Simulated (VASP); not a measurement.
Crystal: TiSe.

```
Ti Se
1.0
     0.00000    3.10300    3.10300
     3.10300    0.00000    3.10300
     3.10300    3.10300    0.00000
Ti Se
1 1
Direct
  0.00000 0.00000 0.00000
  0.25000 0.25000 0.25000
```

The cell comes from a database or a generator and needn't be the stable form of this composition.

Base run:

| Property | Result |
| --- | --- |
| Program | VASP 6.6.1 |
| Functional | PBEsol |
| Potentials or basis | VASP PAW PBE potentials, release 64 (Ti_sv, Se) |
| Cutoff | 520 eV |
| k mesh | 5 × 5 × 5 |
| Occupations | gaussian, width 0.05 eV |
| Spin | collinear spin, ferromagnetic start |
| Starting moments | [1.0, 0.0] μB |
| Fixed moment | 2 μB |
| Hubbard terms | Ti d U = 4 eV |

Its results: pressure -2.1 GPa; site moments Ti +1.70; Se -0.04 μB.

The run is repeated on the same cell with these changes: fixed moment from 2 μB to 3 μB; hubbard terms from Ti d U = 4 eV to Ti d U = 2 eV. What comes out?

Pressure -3.6 GPa; site moments Ti +1.89; Se +0.22 μB.

Caveats: the PAW data sets were made with another functional, which shifts forces and pressure a little; the total moment is fixed, so each spin has its own Fermi level; the moment is held away from its start (some runs).
